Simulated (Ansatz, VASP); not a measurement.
# Cross-check of Ga13Sb13H30 (GaSb wire along [111], 26 atoms a period, H-terminated) between VASP and Ansatz

Aim: how closely do two programs agree when they are given the same cell, functional and k mesh? The structure shown is the start of the Ansatz relaxation below; VASP solves that cell, so the two are compared at the walk's first step.

Main program and level: Ansatz 0.2.0; plane waves, with VASP 6.6.1 beside it; single point at PBE.

## (1) Starting point

The cell holds 56 atoms: 13 Ga, 13 Sb and 30 H. Its edges and angles: a = 18.440 Å, b = 17.545 Å, c = 10.756 Å, α = 90.0°, β = 90.0°, γ = 90.0°. Vacuum lies along a and b. The structure's axis is c.

## (2) Ansatz: relaxation, PBE

Ansatz runs on its PAW soft_1 files.

The two programs are compared at the cell with which this relaxation starts, whose forces are those of its first step.

input.yaml

```yaml
crystal:
  lattice:
    - [18.44, 0.0, 0.0]
    - [0.0, 17.545, 0.0]
    - [0.0, 0.0, 10.756035515]
  atoms:
    - { symbol: Ga, position: [0.380934684, 0.278691267, 0.0] }
    - { symbol: Ga, position: [0.500000115, 0.49543865, 0.0] }
    - { symbol: Ga, position: [0.619065547, 0.278691267, 0.0] }
    - { symbol: Ga, position: [0.738130978, 0.49543865, 0.0] }
    - { symbol: Sb, position: [0.261869253, 0.49543865, 0.25] }
    - { symbol: Sb, position: [0.380934684, 0.278691267, 0.25] }
    - { symbol: Sb, position: [0.380934684, 0.712186032, 0.25] }
    - { symbol: Sb, position: [0.500000115, 0.49543865, 0.25] }
    - { symbol: Sb, position: [0.619065547, 0.278691267, 0.25] }
    - { symbol: Sb, position: [0.619065547, 0.712186032, 0.25] }
    - { symbol: Sb, position: [0.738130978, 0.49543865, 0.25] }
    - { symbol: H, position: [0.184381779, 0.448419105, 0.304233117] }
    - { symbol: H, position: [0.261869253, 0.589477739, 0.304233117] }
    - { symbol: H, position: [0.30344721, 0.231671723, 0.304233117] }
    - { symbol: H, position: [0.30344721, 0.665166488, 0.304233117] }
    - { symbol: H, position: [0.380934684, 0.806225122, 0.304233117] }
    - { symbol: H, position: [0.458422158, 0.231671723, 0.304233117] }
    - { symbol: H, position: [0.541578073, 0.231671723, 0.304233117] }
    - { symbol: H, position: [0.619065547, 0.806225122, 0.304233117] }
    - { symbol: H, position: [0.696553021, 0.231671723, 0.304233117] }
    - { symbol: H, position: [0.696553021, 0.665166488, 0.304233117] }
    - { symbol: H, position: [0.738130978, 0.589477739, 0.304233117] }
    - { symbol: H, position: [0.815618452, 0.448419105, 0.304233117] }
    - { symbol: Ga, position: [0.380934684, 0.423189522, 0.333333333] }
    - { symbol: Ga, position: [0.500000115, 0.639936905, 0.333333333] }
    - { symbol: Ga, position: [0.619065547, 0.423189522, 0.333333333] }
    - { symbol: Sb, position: [0.380934684, 0.423189522, 0.583333333] }
    - { symbol: Sb, position: [0.500000115, 0.639936905, 0.583333333] }
    - { symbol: Sb, position: [0.619065547, 0.423189522, 0.583333333] }
    - { symbol: H, position: [0.310974565, 0.610139709, 0.61770191] }
    - { symbol: H, position: [0.500000115, 0.266036531, 0.61770191] }
    - { symbol: H, position: [0.689025666, 0.610139709, 0.61770191] }
    - { symbol: H, position: [0.30344721, 0.376169978, 0.63756645] }
    - { symbol: H, position: [0.500000115, 0.733975994, 0.63756645] }
    - { symbol: H, position: [0.696553021, 0.376169978, 0.63756645] }
    - { symbol: Ga, position: [0.380934684, 0.567687777, 0.666666667] }
    - { symbol: Ga, position: [0.500000115, 0.350940395, 0.666666667] }
    - { symbol: Ga, position: [0.619065547, 0.567687777, 0.666666667] }
    - { symbol: Sb, position: [0.380934684, 0.567687777, 0.916666667] }
    - { symbol: Sb, position: [0.500000115, 0.350940395, 0.916666667] }
    - { symbol: Sb, position: [0.619065547, 0.567687777, 0.916666667] }
    - { symbol: H, position: [0.191909133, 0.537890582, 0.951035243] }
    - { symbol: H, position: [0.261869253, 0.410534786, 0.951035243] }
    - { symbol: H, position: [0.310974565, 0.321143199, 0.951035243] }
    - { symbol: H, position: [0.310974565, 0.754637964, 0.951035243] }
    - { symbol: H, position: [0.380934684, 0.193787404, 0.951035243] }
    - { symbol: H, position: [0.450894803, 0.754637964, 0.951035243] }
    - { symbol: H, position: [0.549105428, 0.754637964, 0.951035243] }
    - { symbol: H, position: [0.619065547, 0.193787404, 0.951035243] }
    - { symbol: H, position: [0.689025666, 0.321143199, 0.951035243] }
    - { symbol: H, position: [0.689025666, 0.754637964, 0.951035243] }
    - { symbol: H, position: [0.738130978, 0.410534786, 0.951035243] }
    - { symbol: H, position: [0.808091097, 0.537890582, 0.951035243] }
    - { symbol: Ga, position: [0.261869253, 0.49543865, 0.0] }
    - { symbol: Ga, position: [0.380934684, 0.712186032, 0.0] }
    - { symbol: Ga, position: [0.619065547, 0.712186032, 0.0] }
kpoints:
  mp_grid: { grid: [1, 1, 8] }
scf:
  occupations: { method: fermi_dirac, width: 0.05 }
hamiltonian:
  xc: pbe
  pseudopotentials: { kind: paw, azcp: { folder: soft_1 } }
relax:
  cell: { fix: [a, b, alpha, beta, gamma] }
  max_steps: 45
  f_tol: 0.03
```

Command:

```bash
ansatz run input.yaml --threads 4 --pin off --max-ram 16384MiB --backend cpu --events-out ev --progress --plain --runs-dir out
```

Numbers of over 12 decimals in the logs are rounded to 6 here.

Log:

```text
Engine: ansatz 0.2.0, aarch64-unknown-linux-gnu
Pseudopotentials: kind: paw
Pseudopotential: Ga, paw, valence charge 13, recommended cutoff 420 eV (normal), soft_1/Ga.paw.azcp
Pseudopotential: Sb, paw, valence charge 15, recommended cutoff 420 eV (normal), soft_1/Sb.paw.azcp
Pseudopotential: H, paw, valence charge 1, recommended cutoff 420 eV (normal), soft_1/H.paw.azcp
Functional definition: PBE
  parameter kappa = 0.804
  parameter beta = 0.066725
  exchange = pbe_x(kappa = kappa, mu = beta*pi^2/3)
  correlation = pbe_c(beta = beta)
Crystal: 56 atoms, lattice volume = 3479.898 Å³
Basis set: ecut = 420 eV, 68053 PW (Γ), exchange–correlation on 250×240×144 points (8 copies of the dense FFT grid, shifted against one another)
Bands: 253, of which v1, the nominal top of the filled ones, is band 197 counted from 1 (196 counted from 0)
Symmetry: 2 space group operations
Space group: Pm (ITA 6), of the structure as read, at distance tolerance 1.5e-4 Å
k-points: 5 of 8 (time reversal used)
Non-local potential: Ga, projectors of the file, l = 0: 2, l = 1: 2, l = 2: 3, l = 3: 1
Non-local potential: Sb, projectors of the file, l = 0: 2, l = 1: 2, l = 2: 2, l = 3: 1
Non-local potential: H, projectors of the file, l = 0: 2, l = 1: 1
PAW form: soft (Blöchl's): semilocal exchange-correlation on the pseudo side does not see the compensation charge
PAW one-centre angular grid: Ga, 590 points (default); XC on 64 Gauss nodes
PAW one-centre angular grid: Sb, 590 points (default); XC on 64 Gauss nodes
PAW one-centre angular grid: H, 110 points (default); XC on 64 Gauss nodes
Initial density: superposition of atomic densities (neutral atoms: chi_scale 0, normalization atom)
Initial wavefunctions: pseudopotential atomic-orbital guess
Functional: x = pbe(κ = 0.804, μ = 0.219515), c = pbe(β = 0.066725)
SCF iter   1: F=—  HF=-133954.308093 eV  |F-HF|=—  |Δ(HF+E_count)|=         —  Δρ=2.90e-2  dr2=3.27e1  ethr=3.10e-3  ⟨swp⟩=7.0  Hψ=4557  notcnv=0  defer=113
preconditioner: auto → Resta (q_TF=auto, 1.898 Å⁻¹)  ε∞=1.6  [insulator: Δε(μ)=1.821 eV  Ē_g=13.257 eV  σ=0.050 eV  W_gap=1.00  n_scr=410 (ndim 8)  ℏωp=10.2 eV  f_vac=0.632  D(μ)=0.00/eV (n_scr^D=0)  ε∞_Penn≈1.6  vacuum switching on, ρ_ref=1.3e-2 e/Å³]
SCF iter   2: F=—  HF=-133945.428111 eV  |F-HF|=—  |Δ(HF+E_count)|=    8.88e0  Δρ=1.15e-2  dr2=5.34e0  ethr=3.10e-3  ⟨swp⟩=3.2  Hψ=1651  notcnv=0  defer=237
SCF iter   3: F=—  HF=-133944.651182 eV  |F-HF|=—  |Δ(HF+E_count)|=   7.77e-1  Δρ=4.41e-3  dr2=2.16e0  ethr=1.36e-3  ⟨swp⟩=4.0  Hψ=2572  notcnv=0  defer=237
SCF iter   4: F=—  HF=-133944.237382 eV  |F-HF|=—  |Δ(HF+E_count)|=   4.14e-1  Δρ=1.49e-3  dr2=1.28e-1  ethr=5.47e-4  ⟨swp⟩=5.0  Hψ=1842  notcnv=0  defer=237
SCF iter   5: F=—  HF=-133944.231075 eV  |F-HF|=—  |Δ(HF+E_count)|=   6.31e-3  Δρ=5.90e-4  dr2=1.41e-2  ethr=3.25e-5  ⟨swp⟩=3.0  Hψ=1689  notcnv=0  defer=237
SCF iter   6: F=—  HF=-133944.232125 eV  |F-HF|=—  |Δ(HF+E_count)|=   1.05e-3  Δρ=2.42e-4  dr2=2.16e-3  ethr=3.57e-6  ⟨swp⟩=2.0  Hψ=1613  notcnv=0  defer=237
SCF iter   7: F=—  HF=-133944.232801 eV  |F-HF|=—  |Δ(HF+E_count)|=   6.75e-4  Δρ=7.82e-5  dr2=2.97e-4  ethr=5.48e-7  ⟨swp⟩=2.0  Hψ=1688  notcnv=0  defer=237
SCF iter   8: F=—  HF=-133944.232909 eV  |F-HF|=—  |Δ(HF+E_count)|=   1.08e-4  Δρ=2.11e-5  dr2=2.26e-5  ethr=7.53e-8  ⟨swp⟩=2.0  Hψ=1688  notcnv=0  defer=237
SCF iter   9: F=—  HF=-133944.232759 eV  |F-HF|=—  |Δ(HF+E_count)|=   1.50e-4  Δρ=9.88e-6  dr2=3.88e-6  ethr=5.73e-9  ⟨swp⟩=2.0  Hψ=1850  notcnv=0  defer=237
SCF iter  10: F=—  HF=-133944.232763 eV  |F-HF|=—  |Δ(HF+E_count)|=   3.97e-6  Δρ=3.79e-6  dr2=9.58e-7  ethr=9.84e-10  ⟨swp⟩=2.0  Hψ=1855  notcnv=0  defer=237
SCF iter  11: F=—  HF=-133944.232764 eV  |F-HF|=—  |Δ(HF+E_count)|=   6.57e-7  Δρ=1.27e-6  dr2=1.69e-7  ethr=2.43e-10  ⟨swp⟩=2.0  Hψ=1853  notcnv=0  defer=237
SCF iter  12: F=-133944.232764 eV  HF=-133944.232764 eV  |F-HF|=4.02e-9  |Δ(HF+E_count)|=   3.32e-8  Δρ=4.29e-7  dr2=1.46e-8  ethr=2.54e-11  ⟨swp⟩=5.0  Hψ=3980  notcnv=0
SCF 1 converged in 12 iterations: F = -133944.232764 eV  dr2 = 1.46e-8
  greatest PAW one-centre occupation: 0.995 electrons in one spin orbital (limit 2), on the Sb atom at site 6 (counted from 0), in its partial waves of l = 2
relax step   1: F+E_penalty+E_count = -133944.23276356 eV  Δ(F+E_penalty+E_count) = +0.000e0 eV  max|allowed force component| = 9.839e-1 eV/Å  Δτ_max = 0.0000 Å  P = -0.179 GPa  Ω = 3479.898 Å³  fix = [a, b, alpha, beta, gamma]  reactions: a -0.214, b -0.213 GPa; alpha -0.000 GPa/rad  (12 SCF iters, dr2 threshold 1.00e-7 eV, accepted)
Crystal: 56 atoms, lattice volume = 3478.883 Å³
Basis set: ecut = 420 eV, 68041 PW (Γ), exchange–correlation on 250×240×144 points (8 copies of the dense FFT grid, shifted against one another)
Initial density: handed on by an earlier stage of this run
Initial wavefunctions: those handed on with the density
[...]
Internal energy: -133947.190364 eV  (E = F + TS)
E sigma→0 (E₀):  -133947.190364 eV
Fermi energy:    -1.464504 eV
--- Per-component energies (eV) ---
  E_band       = -6981.546005
  E_kinetic    = 3945.506891
  E_local      = -185110.274169  (includes V_loc(G=0)·N_el)
  E_nonlocal   = 3890.474267
  E_hartree    = 91250.985491
  E_xc         = -2343.445228
  E_vxc        = -2210.385364  (∫ρ·V_xc dr)
  E_paw        = -85000.138787  (= ΣΔE_a)
  E_vpaw       = -9998.809421  (= ΣTr[D̂ρ^β])
  E_aug_tail   = -0.028576  (compensation charges beyond the density's cutoff)
  E_ewald      = 39419.729747
  E_smearing   = -0.000000  (= −TS)
  E_closure    = -0.000000  (closes the sum)
  Σ components = -133947.190364   (vs F -133947.190364, Δ=0.00e0)
--- Forces (eV/Å), atoms counted from 1 ---
  atom   1  Ga    -0.00077401    -0.00781362     0.00604496
  atom   2  Ga     0.00000000     0.00034591    -0.00047690
  atom   3  Ga     0.00077401    -0.00781362     0.00604496
  atom   4  Ga     0.00697777     0.00336450     0.00579371
  atom   5  Sb     0.00644768     0.00192624     0.00680939
  atom   6  Sb     0.00500922     0.00453980     0.00673904
  atom   7  Sb     0.00151134    -0.00647320     0.00679586
  atom   8  Sb    -0.00000000    -0.00016381     0.02867124
  atom   9  Sb    -0.00500922     0.00453980     0.00673904
  atom  10  Sb    -0.00151134    -0.00647320     0.00679586
  atom  11  Sb    -0.00644768     0.00192624     0.00680939
  atom  12  H     -0.00003051    -0.00257064    -0.00251431
  atom  13  H     -0.00131040     0.00535135    -0.00154765
  atom  14  H     -0.00237860     0.00139760    -0.00255507
  atom  15  H     -0.00531294    -0.00166635    -0.00162854
  atom  16  H      0.00233831     0.00131505    -0.00261382
  atom  17  H      0.00411516    -0.00378145    -0.00158498
  atom  18  H     -0.00411516    -0.00378145    -0.00158498
  atom  19  H     -0.00233831     0.00131505    -0.00261382
  atom  20  H      0.00237860     0.00139760    -0.00255507
  atom  21  H      0.00531294    -0.00166635    -0.00162854
  atom  22  H      0.00131040     0.00535135    -0.00154765
  atom  23  H      0.00003051    -0.00257064    -0.00251431
  atom  24  Ga    -0.01907368    -0.01090870    -0.01299638
[...]
atom  49  H     -0.00021955    -0.00189035    -0.00099605
  atom  50  H     -0.00620629     0.00278729     0.00120444
  atom  51  H      0.00161335     0.00070185    -0.00105815
  atom  52  H     -0.00560780     0.00384815     0.00118590
  atom  53  H      0.00149393     0.00090160    -0.00097705
  atom  54  Ga    -0.00697777     0.00336450     0.00579371
  atom  55  Ga    -0.00631053     0.00474528     0.00593653
  atom  56  Ga     0.00631053     0.00474528     0.00593653
  max |Σ_I F_I| component: 7.20e-7 eV/Å
--- Stress (GPa, compression-positive) ---
        0.002815      -0.000000      -0.000000
       -0.000000       0.002487       0.000251
       -0.000000       0.000251       0.003559
  P = ⅓ Tr σ = 0.0030 GPa (0.030 kbar)
--- Relaxed structure (7 steps of the walk, 7 accepted, 1 SCFs on fresh bases) ---
  F+E_penalty+E_count = -133947.19036358 eV   max|allowed force component| = 2.867e-2 eV/Å   (the final SCF, on the basis selected at the relaxed cell)
  cell:  # Å, volume = 3450.3304 Å³
    - [18.44, 0, 0]
    - [0, 17.545, 0]
    - [0, 0, 10.664645]
  atoms:
    - { symbol: Ga, position: [0.383494, 0.261720, -0.019216] }
    - { symbol: Ga, position: [0.5, 0.495433, -0.00840573] }
    - { symbol: Ga, position: [0.616506, 0.261720, -0.019216] }
    - { symbol: Ga, position: [0.750796, 0.506159, -0.019250] }
    - { symbol: Sb, position: [0.264786, 0.486774, 0.236681] }
    - { symbol: Sb, position: [0.375174, 0.285798, 0.236624] }
    - { symbol: Sb, position: [0.389567, 0.713943, 0.236642] }
    - { symbol: Sb, position: [0.5, 0.495497, 0.246691] }
    - { symbol: Sb, position: [0.624826, 0.285798, 0.236624] }
    - { symbol: Sb, position: [0.610433, 0.713943, 0.236642] }
    - { symbol: Sb, position: [0.735214, 0.486774, 0.236681] }
    - { symbol: H, position: [0.195392, 0.435835, 0.303265] }
    - { symbol: H, position: [0.249553, 0.567988, 0.321281] }
    - { symbol: H, position: [0.298533, 0.248021, 0.303179] }
    - { symbol: H, position: [0.315055, 0.687156, 0.321270] }
    - { symbol: H, position: [0.396804, 0.802581, 0.303184] }
    - { symbol: H, position: [0.434500, 0.231324, 0.321192] }
    - { symbol: H, position: [0.565500, 0.231324, 0.321192] }
    - { symbol: H, position: [0.603196, 0.802581, 0.303184] }
    - { symbol: H, position: [0.701467, 0.248021, 0.303179] }
    - { symbol: H, position: [0.684945, 0.687156, 0.321270] }
    - { symbol: H, position: [0.750447, 0.567988, 0.321281] }
    - { symbol: H, position: [0.804608, 0.435835, 0.303265] }
    - { symbol: Ga, position: [0.383433, 0.424785, 0.342109] }
    - { symbol: Ga, position: [0.5, 0.636990, 0.342054] }
    - { symbol: Ga, position: [0.616567, 0.424785, 0.342109] }
    - { symbol: Sb, position: [0.388711, 0.427906, 0.591318] }
    - { symbol: Sb, position: [0.5, 0.630523, 0.591281] }
    - { symbol: Sb, position: [0.611289, 0.427906, 0.591318] }
    - { symbol: H, position: [0.307849, 0.611998, 0.613108] }
    - { symbol: H, position: [0.5, 0.262220, 0.613101] }
    - { symbol: H, position: [0.692151, 0.611998, 0.613108] }
    - { symbol: H, position: [0.311310, 0.380925, 0.635426] }
    - { symbol: H, position: [0.5, 0.724439, 0.635497] }
    - { symbol: H, position: [0.688690, 0.380925, 0.635426] }
    - { symbol: Ga, position: [0.374318, 0.571722, 0.676788] }
    - { symbol: Ga, position: [0.5, 0.342879, 0.676736] }
    - { symbol: Ga, position: [0.625682, 0.571722, 0.676788] }
    - { symbol: Sb, position: [0.377945, 0.569492, 0.925633] }
    - { symbol: Sb, position: [0.5, 0.347292, 0.925593] }
    - { symbol: Sb, position: [0.622055, 0.569492, 0.925633] }
    - { symbol: H, position: [0.189555, 0.568916, 0.969408] }
    - { symbol: H, position: [0.242290, 0.421728, 0.936731] }
    - { symbol: H, position: [0.310465, 0.297490, 0.936449] }
    - { symbol: H, position: [0.284160, 0.741173, 0.969454] }
    - { symbol: H, position: [0.405448, 0.176041, 0.969689] }
    - { symbol: H, position: [0.431824, 0.766805, 0.936528] }
    - { symbol: H, position: [0.568176, 0.766805, 0.936528] }
    - { symbol: H, position: [0.594552, 0.176041, 0.969689] }
    - { symbol: H, position: [0.689535, 0.297490, 0.936449] }
    - { symbol: H, position: [0.715840, 0.741173, 0.969454] }
    - { symbol: H, position: [0.757710, 0.421728, 0.936731] }
    - { symbol: H, position: [0.810445, 0.568916, 0.969408] }
    - { symbol: Ga, position: [0.249204, 0.506159, -0.019250] }
    - { symbol: Ga, position: [0.365727, 0.718365, -0.019256] }
    - { symbol: Ga, position: [0.634273, 0.718365, -0.019256] }
```

Reading the cycles: dr2 is the Hartree energy of the density residual (eV), the measure of convergence; HF is the Harris–Foulkes estimate of the energy, which meets the free energy F at convergence.

[end of part 1 of 2]

[Lines on the potential files, build, host, timing and source positions are cut from VASP's logs without a mark.]

[Logs are printed without paths, hosts, clocks, repeated set-up lines and the standing remarks that a program may print on its own settings, such as how far it seeks lower states.]

[Hosts, paths, dates, database ids (printed as entryN), source tags and the programs' standing remarks are cut or masked in the printed files.]
